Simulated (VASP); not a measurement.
# AlP (F-43m) in VASP: notebook

AlP is run at these levels: RPBE, PBE+D3(BJ); tasks: single point.

Everything below comes from runs of VASP 6.6.1. Logs are shortened: lines on timing, memory, paths and dates and some standing lists are left out, and cuts for length are marked.

**Measured values to compare with.**

A printed reference work, data compilation reports, for a bulk crystal of AlP at 4.2 K: band gap 2.505 eV (indirect).

How close the calculation comes is told below.

**1. The cell of the first run**

Symmetry: F-43m, No. 216, cubic system. The conventional cell has a = 5.504 Å, b = 5.504 Å, c = 5.504 Å, α = 90.00°, β = 90.00°, γ = 90.00°. Within 3.1 Å of Al (site symmetry -43m) lie 4 P at 2.38 Å. P (site symmetry -43m) has 4 Al at 2.38 Å within 3.1 Å.

**2. Single point, RPBE**

INCAR

```
ALGO     = Normal         # electronic algorithm
EDIFF    = 1E-6           # SCF threshold, eV
ENCUT    = 500            # plane-wave cutoff, eV
GGA      = RP             # functional
GGA_COMPAT= F            
ISIF     = 2              # what is computed and relaxed
ISMEAR   = 0              # smearing method
LASPH    = T              # aspherical terms in the spheres
LCHARG   = F              # write CHGCAR
LREAL    = F              # projectors in reciprocal space
LWAVE    = F              # write WAVECAR
NBANDS   = 11             # bands
NELM     = 120            # most SCF steps
PREC     = Accurate       # precision mode
SIGMA    = 0.05           # smearing width, eV
```

KPOINTS

```
k-points
0
Gamma
  8 8 8
```

POSCAR

```
AlP
1.0
    0.0000000000      2.7521067301      2.7521067301
    2.7521067301      0.0000000000      2.7521067301
    2.7521067301      2.7521067301      0.0000000000
Al P
1 1
Direct
    0.0000000000      0.0000000000      0.0000000000
    0.7500000000      0.7500000000      0.7500000000
```

Potentials or basis: VASP PAW PBE potentials, release 64 (Al, P).

Started as:

```console
> cat potpaw_PBE.64/Al/POTCAR potpaw_PBE.64/P/POTCAR > POTCAR
> mpirun -np 1 vasp_std > vasp.out
```

OUTCAR:

```text
EDIFF = 1E-6
   ENCUT = 500
   GGA = RP
   ISIF = 2
   ISMEAR = 0
   LASPH = T
   LREAL = F
   NELM = 120
   PREC = Accurate

 ion  position               nearest neighbor table
   1  0.000  0.000  0.000-   2 2.38   2 2.38   2 2.38   2 2.38
   2  0.750  0.750  0.750-   1 2.38   1 2.38   1 2.38   1 2.38

  LATTYP: Found a face centered cubic cell.
 ALAT       =     5.5042134602

  Lattice vectors:

 A1 = (   0.0000000000,   2.7521067301,   2.7521067301)
 A2 = (   2.7521067301,   0.0000000000,   2.7521067301)
 A3 = (   2.7521067301,   2.7521067301,   0.0000000000)

Analysis of symmetry for initial positions (statically):
=====================================================================
 Subroutine PRICEL returns:
 Original cell was already a primitive cell.

 Routine SETGRP: Setting up the symmetry group for a
 face centered cubic supercell.

 Subroutine GETGRP returns: Found 24 space group operations
 (whereof 24 operations were pure point group operations)
 out of a pool of 48 trial point group operations.

The static configuration has the point symmetry T_d .

Analysis of symmetry for dynamics (positions and initial velocities):
=====================================================================
 Subroutine PRICEL returns:
 Original cell was already a primitive cell.

 Routine SETGRP: Setting up the symmetry group for a
 face centered cubic supercell.

 Subroutine GETGRP returns: Found 24 space group operations
 (whereof 24 operations were pure point group operations)
 out of a pool of 48 trial point group operations.

The dynamic configuration has the point symmetry T_d .

 Subroutine INISYM returns: Found 24 space group operations
 (whereof 24 operations are pure point group operations),
 and found     1 'primitive' translations

----------------------------------------------------------------------------------------

                                     Primitive cell

  volume of cell :      41.6894

  direct lattice vectors                    reciprocal lattice vectors
     0.000000000  2.752106730  2.752106730    -0.181679001  0.181679001  0.181679001
     2.752106730  0.000000000  2.752106730     0.181679001 -0.181679001  0.181679001
     2.752106730  2.752106730  0.000000000     0.181679001  0.181679001 -0.181679001

  length of vectors
     3.892066663  3.892066663  3.892066663     0.314677260  0.314677260  0.314677260

  position of ions in fractional coordinates (direct lattice)
     0.000000000  0.000000000  0.000000000
     0.750000000  0.750000000  0.750000000

  ion indices of the primitive-cell ions
   primitive index   ion index
                 1           1
                 2           2

----------------------------------------------------------------------------------------

 KPOINTS: k-points

Automatic generation of k-mesh.
 Grid dimensions read from file:
 generate k-points for:    8    8    8

 Generating k-lattice:

  Cartesian coordinates                     Fractional coordinates (reciprocal lattice)
    -0.022709875  0.022709875  0.022709875     0.125000000  0.000000000  0.000000000
     0.022709875 -0.022709875  0.022709875     0.000000000  0.125000000  0.000000000
     0.022709875  0.022709875 -0.022709875     0.000000000  0.000000000  0.125000000

  Length of vectors
     0.039334657  0.039334657  0.039334657

  Shift w.r.t. Gamma in fractional coordinates (k-lattice)
     0.000000000  0.000000000  0.000000000

 Subroutine IBZKPT returns following result:
 ===========================================

 Found     29 irreducible k-points:

 Following reciprocal coordinates:
            Coordinates               Weight
  0.000000  0.000000  0.000000      1.000000
  0.125000  0.000000  0.000000      8.000000
  0.250000  0.000000  0.000000      8.000000
  0.375000  0.000000  0.000000      8.000000
  0.500000  0.000000  0.000000      4.000000
  0.125000  0.125000  0.000000      6.000000
[... 16 lines left out ...]
  0.500000  0.250000  0.125000     48.000000
 -0.375000  0.250000  0.125000     24.000000
 [... further k-points ...]
[... 45 lines left out ...]
      1      -6.9068      2.00000
      2       4.4356      2.00000
      3       4.4356      2.00000
      4       4.4356      2.00000
      5       7.6761      0.00000
      6       8.9957      0.00000
      7       8.9957      0.00000
      8       8.9957      0.00000
      9      13.2137      0.00000
     10      13.2137      0.00000
     11      14.7905      0.00000

 k-point     2 :       0.1250    0.0000    0.0000
  band No.  band energies     occupation
      1      -6.7397      2.00000
      2       3.2403      2.00000
      3       4.2918      2.00000
      4       4.2918      2.00000
      5       8.1094      0.00000
      6       9.2721      0.00000
      7       9.2721      0.00000
      8       9.4996      0.00000
      9      12.7544      0.00000
     10      12.7544      0.00000
     11      15.4123      0.00000

 k-point     3 :       0.2500    0.0000    0.0000
  band No.  band energies     occupation
      1      -6.2708      2.00000
      2       1.3365      2.00000
      3       4.0048      2.00000
      4       4.0048      2.00000
      5       7.7592      0.00000
      6       9.5808      0.00000
      7       9.5808      0.00000
      8      11.3171      0.00000
      9      12.7386      0.00000
     10      12.7386      0.00000
     11      14.8752      0.00000

 k-point     4 :       0.3750    0.0000    0.0000
  band No.  band energies     occupation
      1      -5.6454      2.00000
      2      -0.2586      2.00000
      3       3.7740      2.00000
      4       3.7740      2.00000
      5       7.3923      0.00000
      6       9.4131      0.00000
      7       9.4131      0.00000
      8      12.6276      0.00000
      9      14.0941      0.00000
     10      14.0941      0.00000
     11      15.0762      0.00000
[... 239 lines left out ...]
 k-point    22 :       0.3750    0.2500    0.1250
  band No.  band energies     occupation
      1      -5.8746      2.00000
      2       1.0056      2.00000
      3       2.6072      2.00000
      4       3.5496      2.00000
      5       8.3290      0.00000
      6       9.2494      0.00000
      7       9.9090      0.00000
      8      11.2085      0.00000
      9      12.7395      0.00000
     10      15.1437      0.00000
     11      17.2750      0.00000

 k-point    23 :       0.5000    0.2500    0.1250
  band No.  band energies     occupation
      1      -5.3035      2.00000
      2      -0.0697      2.00000
      3       2.0563      2.00000
      4       3.1814      2.00000
      5       8.4254      0.00000
      6       9.2519      0.00000
      7      10.4676      0.00000
      8      11.5152      0.00000
      9      13.8554      0.00000
     10      15.7127      0.00000
     11      17.1888      0.00000

 k-point    24 :      -0.3750    0.2500    0.1250
  band No.  band energies     occupation
      1      -4.9946      2.00000
      2      -0.6050      2.00000
      3       1.9228      2.00000
      4       3.0013      2.00000
      5       8.4183      0.00000
      6       9.0036      0.00000
      7      11.2849      0.00000
      8      12.1179      0.00000
      9      13.3846      0.00000
     10      15.8550      0.00000
     11      17.0431      0.00000

 [... further k-points ...]
[... 5 lines left out ...]
  --------------------------------------------------------------------------------------
  -------------------------------------------------------------------------------------
  Total        0.3997841      0.3997841      0.3997841      0.0000000      0.0000000      0.0000000
  in kB       15.3642137     15.3642137     15.3642137      0.0000000      0.0000000      0.0000000
  external PRESSURE =      15.3642137 kB  Pullay stress =       0.0000000 kB

 VOLUME and BASIS-vectors are now :
 -----------------------------------------------------------------------------
  energy-cutoff  :      500.00
  volume of cell :       41.69
      direct lattice vectors                 reciprocal lattice vectors
     0.000000000  2.752106730  2.752106730    -0.181679001  0.181679001  0.181679001
     2.752106730  0.000000000  2.752106730     0.181679001 -0.181679001  0.181679001
     2.752106730  2.752106730  0.000000000     0.181679001  0.181679001 -0.181679001

 POSITION                                       TOTAL-FORCE (eV/Angst)
 -----------------------------------------------------------------------------------
      0.00000      0.00000      0.00000         0.000000      0.000000     -0.000000
      4.12816      4.12816      4.12816        -0.000000     -0.000000      0.000000
 -----------------------------------------------------------------------------------
    total drift:                                0.000000      0.000000     -0.000000

  FREE ENERGIE OF THE ION-ELECTRON SYSTEM (eV)
  ---------------------------------------------------
  free  energy   TOTEN  =        -9.8310621867 eV

  energy  without entropy=       -9.8310621867  energy(sigma->0) =       -9.83106219
```

Wall time 14 s (1 thread of Intel Xeon Platinum 8488C (Sapphire Rapids), shared host); peak memory 0.15 GiB.

What came out:

```
Free energy            : -9.8311 eV
Pressure               : 1.5 GPa
Band gap on the k mesh : 1.71 eV, indirect (least direct gap 3.24 eV)
```

Caveat: the PAW data sets were made with another functional, which shifts forces and pressure a little.

**3. Single point, RPBE**

This run uses another cell than the first one, of 21.30 Å³/atom, 1.022 times its volume.

INCAR

```
ALGO     = Normal         # electronic algorithm
EDIFF    = 1E-6           # SCF threshold, eV
ENCUT    = 500            # plane-wave cutoff, eV
GGA      = RP             # functional
GGA_COMPAT= False        
ISIF     = 2              # what is computed and relaxed
ISMEAR   = 0              # smearing method
LASPH    = True           # aspherical terms in the spheres
LCHARG   = False          # write CHGCAR
LREAL    = False          # projectors in reciprocal space
LWAVE    = False          # write WAVECAR
NBANDS   = 11             # bands
NELM     = 120            # most SCF steps
PREC     = Accurate       # precision mode
SIGMA    = 0.05           # smearing width, eV
```

KPOINTS is that of step 2.

POSCAR

```
AlP
1.0
    0.0000000000      2.7720485189      2.7720485189
    2.7720485189      0.0000000000      2.7720485189
    2.7720485189      2.7720485189      0.0000000000
Al P
1 1
Direct
    0.0000000000      0.0000000000      0.0000000000
    0.7500000000      0.7500000000      0.7500000000
```

Potentials or basis: VASP PAW PBE potentials, release 64 (Al, P).

Started as:

```console
> cat potpaw_PBE.64/Al/POTCAR potpaw_PBE.64/P/POTCAR > POTCAR
> mpirun -np 1 vasp_std > vasp.out
```

Run time: 24 s. Hardware: 1 thread of Intel Xeon Platinum 8488C (Sapphire Rapids), shared host; peak memory 0.16 GiB.

It converged, with:

* Free energy: -9.8348 eV
* Pressure: -0.2 GPa
* Band gap on the k mesh: 1.75 eV, indirect (least direct gap 3.06 eV)

Levels at points of the mesh, in eV from the valence-band top:
| k point | band 1 | band 2 | band 3 | band 4 | band 5 | band 6 | band 7 | band 8 |
| --- | --- | --- | --- | --- | --- | --- | --- | --- |
| (0.00, 0.00, 0.00) | -11.22 | 0.00 | 0.00 | 0.00 | 3.06 | 4.53 | 4.53 | 4.53 |
| (0.50, 0.00, 0.00) | -9.66 | -5.29 | -0.73 | -0.73 | 2.74 | 4.84 | 4.84 | 8.29 |
| (0.50, 0.50, 0.00) | -9.05 | -5.12 | -2.00 | -2.00 | 1.75 | 2.56 | 10.76 | 10.76 |

Caveat: the PAW data sets were made with another functional, which shifts forces and pressure a little.

**4. Single point, RPBE**

INCAR

```
ALGO = Normal
EDIFF = 1E-6
ENCUT = 500
GGA = RP
GGA_COMPAT = False
ISIF = 2
ISMEAR = 0
LASPH = True
LCHARG = True
LELF = True
LREAL = False
LVHAR = True
LWAVE = False
NBANDS = 11
NELM = 120
PREC = Accurate
SIGMA = 0.05
```

KPOINTS is that of step 3.

POSCAR

```
AlP
1.0
    0.0000000000      2.7534436058      2.7534436058
    2.7534436058      0.0000000000      2.7534436058
    2.7534436058      2.7534436058      0.0000000000
Al P
1 1
Direct
    0.0000000000      0.0000000000      0.0000000000
    0.7500000000      0.7500000000      0.7500000000
```

Started as:

```console
> cat potpaw_PBE.64/Al/POTCAR potpaw_PBE.64/P/POTCAR > POTCAR
> mpirun -np 1 vasp_std > vasp.out
```

Wall time 15 s (1 thread of Intel Xeon Platinum 8488C (Sapphire Rapids), shared host); peak memory 0.15 GiB.

Results (log left out):

```yaml
Free_energy: -9.8316 eV
Pressure: 1.4 GPa
Band_gap_on_the_k_mesh: 1.71 eV, indirect (least direct gap 3.23 eV)
```

Levels at points of the mesh, in eV from the valence-band top:
```csv
k point,band 1,band 2,band 3,band 4,band 5,band 6,band 7,band 8,band 9
"(0.00, 0.00, 0.00)",-11.33,0.00,0.00,0.00,3.23,4.56,4.56,4.56,8.78
"(0.50, 0.00, 0.00)",-9.73,-5.37,-0.74,-0.74,2.82,4.84,4.84,8.34,11.42
"(0.50, 0.50, 0.00)",-9.09,-5.18,-2.04,-2.04,1.71,2.55,10.94,10.94,11.93
```

Caveat: the PAW data sets were made with another functional, which shifts forces and pressure a little.

**5. Single point, RPBE (volume scaled by 1.02)**

INCAR

```
PREC     = Accurate       # precision mode
ENCUT    = 500            # plane-wave cutoff, eV
EDIFF    = 1E-6           # SCF threshold, eV
ISMEAR   = 0              # smearing method
SIGMA    = 0.05           # smearing width, eV
LREAL    = F              # projectors in reciprocal space
LASPH    = T              # aspherical terms in the spheres
NELM     = 120            # most SCF steps
ALGO     = Normal         # electronic algorithm
ISIF     = 2              # what is computed and relaxed
LWAVE    = F              # write WAVECAR
LCHARG   = F              # write CHGCAR
GGA      = RP             # functional
NBANDS   = 11             # bands
GGA_COMPAT= F
```

KPOINTS

```
regular mesh
0
Gamma
  8 8 8
```

POSCAR

```
AlP
1.0
    0.0000000000      2.7904069911      2.7904069911
    2.7904069911      0.0000000000      2.7904069911
    2.7904069911      2.7904069911      0.0000000000
Al P
1 1
Direct
    0.0000000000      0.0000000000      0.0000000000
    0.7500000000      0.7500000000      0.7500000000
```

Started as:

```console
> cat potpaw_PBE.64/Al/POTCAR potpaw_PBE.64/P/POTCAR > POTCAR
> mpirun -np 1 vasp_std > vasp.out
```

Wall time 17 s (1 thread of Intel Xeon Platinum 8488C (Sapphire Rapids), shared host); peak memory 0.16 GiB.

Results (log left out):

* Free energy: -9.8296 eV
* Pressure: -1.7 GPa
* Band gap on the k mesh: 1.79 eV, indirect (least direct gap 2.89 eV)

Levels at points of the mesh, in eV from the valence-band top:
```csv
k point,band 1,band 2,band 3,band 4,band 5,band 6,band 7,band 8,band 9
"(0.00, 0.00, 0.00)",-11.12,0.00,0.00,0.00,2.89,4.50,4.50,4.50,8.73
"(0.50, 0.00, 0.00)",-9.60,-5.20,-0.72,-0.72,2.67,4.83,4.83,8.23,11.29
"(0.50, 0.50, 0.00)",-9.01,-5.05,-1.96,-1.96,1.79,2.56,10.59,10.59,11.50
```

Caveat: the cell differs from its parent crystal (volume scaled by 1.02); the PAW data sets were made with another functional, which shifts forces and pressure a little.

**6. Single point, PBE+D3(BJ) (volume scaled by 1.04)**

INCAR

```
ALGO = Normal
EDIFF = 1E-6
ENCUT = 500
GGA = PE
GGA_COMPAT = F
ISIF = 2
ISMEAR = 0
IVDW = 12
LASPH = T
LCHARG = F
LREAL = F
LWAVE = F
NBANDS = 11
NELM = 120
PREC = Accurate
SIGMA = 0.05
```

KPOINTS

```
k-points
0
Gamma
  8 8 8
```

POSCAR

```
AlP
1.0
    0.0000000000      2.7650420312      2.7650420312
    2.7650420312      0.0000000000      2.7650420312
    2.7650420312      2.7650420312      0.0000000000
Al P
1 1
Direct
    0.0000000000      0.0000000000      0.0000000000
    0.7500000000      0.7500000000      0.7500000000
```

Potentials or basis: VASP PAW PBE potentials, release 64 (Al, P).

Started as:

```console
> cat potpaw_PBE.64/Al/POTCAR potpaw_PBE.64/P/POTCAR > POTCAR
> mpirun -np 1 vasp_std > vasp.out
```

Run time: 21 s. Hardware: 1 thread of Intel Xeon Platinum 8488C (Sapphire Rapids), shared host; peak memory 0.17 GiB.

It converged, with:

```
Free energy                : -10.9657 eV
Pressure                   : -3.5 GPa
Band gap on the k mesh     : 1.65 eV, indirect (least direct gap 2.98 eV)
Dispersion energy per atom : -0.295 eV
```

Levels at points of the mesh, in eV from the valence-band top:
| k point | band 1 | band 2 | band 3 | band 4 | band 5 | band 6 | band 7 | band 8 | band 9 |
| --- | --- | --- | --- | --- | --- | --- | --- | --- | --- |
| (0.00, 0.00, 0.00) | -11.29 | 0.00 | 0.00 | 0.00 | 2.98 | 4.51 | 4.51 | 4.51 | 8.79 |
| (0.50, 0.00, 0.00) | -9.70 | -5.36 | -0.74 | -0.74 | 2.67 | 4.81 | 4.81 | 8.17 | 11.41 |
| (0.50, 0.50, 0.00) | -9.08 | -5.18 | -2.02 | -2.02 | 1.65 | 2.48 | 10.74 | 10.74 | 11.64 |

Caveat: the cell differs from its parent crystal (volume scaled by 1.04); three body term missing. A k mesh can miss the band edges.

**7. The runs side by side**

```tsv
level	cell	gap on the mesh (eV)	pressure (GPa)
RPBE	a = 3.892 Å, angles 60.0°, 2 atoms	1.71	1.5
RPBE	a = 3.920 Å, angles 60.0°, 2 atoms	1.75	-0.2
RPBE	a = 3.894 Å, angles 60.0°, 2 atoms	1.71	1.4
RPBE	a = 3.946 Å, angles 60.0°, 2 atoms	1.79	-1.7
PBE+D3(BJ)	a = 3.910 Å, angles 60.0°, 2 atoms	1.65	-3.5
```

Alike in all rows: task single point; potentials or basis VASP PAW PBE potentials, release 64 (Al, P); no spin polarisation; k mesh 8 × 8 × 8; cutoff (eV) 500; smearing gaussian 0.05 eV.

Caveats: the PAW data sets were made with another functional, which shifts forces and pressure a little (some runs); three body term missing (some runs).

Absolute energies hang on the potentials; compare differences alone.

**8. Comparison with measurements**

Step 2. Against the measured gap of AlP, 2.505 eV (indirect; 4.2 K; a printed reference work, data compilation), the calculated 1.71 eV is off by -0.80 eV. The value is that of RPBE on a finite k mesh, which can miss the band edges, without temperature or zero-point motion. Semilocal functionals fall short of measured gaps as a rule.

Step 3. Against the measured gap of AlP, 2.505 eV (indirect; 4.2 K; a printed reference work, data compilation), the calculated 1.75 eV is off by -0.75 eV. The value is that of RPBE on a finite k mesh, which can miss the band edges, without temperature or zero-point motion. Semilocal functionals fall short of measured gaps as a rule.
